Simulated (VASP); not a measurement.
Crystal: MnS.

```
CELL_PARAMETERS angstrom
4.30568 0.00000 0.00000
0.00000 4.30568 0.00000
0.00000 0.00000 5.36058
ATOMIC_POSITIONS crystal
Mn 0.00000 0.50000 0.00000
Mn 0.50000 0.00000 0.50000
S 0.00000 0.00000 0.25000
S 0.00000 0.00000 0.75000
```

Measurements of this composition are mostly on another form, of space group No. 225.

Base run:

| Item | Value |
| --- | --- |
| Program | VASP 6.6.1 |
| Functional | PBEsol |
| Potentials or basis | VASP PAW PBE potentials, release 64 (Mn_pv, S) |
| Cutoff | 520 eV |
| k mesh | 5 × 5 × 4 |
| Occupations | gaussian, width 0.05 eV |
| Spin | collinear spin, ferromagnetic start |
| Starting moments | [4.0, 4.0, 0.0, 0.0] μB |
| Hubbard terms | Mn d U = 2 eV |

Its results: pressure -4.2 GPa; site moments Mn +4.29; S -0.08 μB.

**Question.** The run is repeated on the same cell with these changes: further incar settings from ALGO = Normal; EDIFF = 1e-06 to ALGO = Fast; EDIFF = 1e-06; NBANDS = 31; fixed moment from none to 0 μB. What comes out?

**Answer.** Pressure -14.1 GPa; site moments Mn -0.10; S +0.03 μB.

Caveats: the PAW data sets were made with another functional, which shifts forces and pressure a little; only a ferromagnetic start was run, and an antiferromagnetic order may lie lower in energy (some runs); the moment is held away from its start (some runs); the total moment is fixed, so each spin has its own Fermi level (some runs).
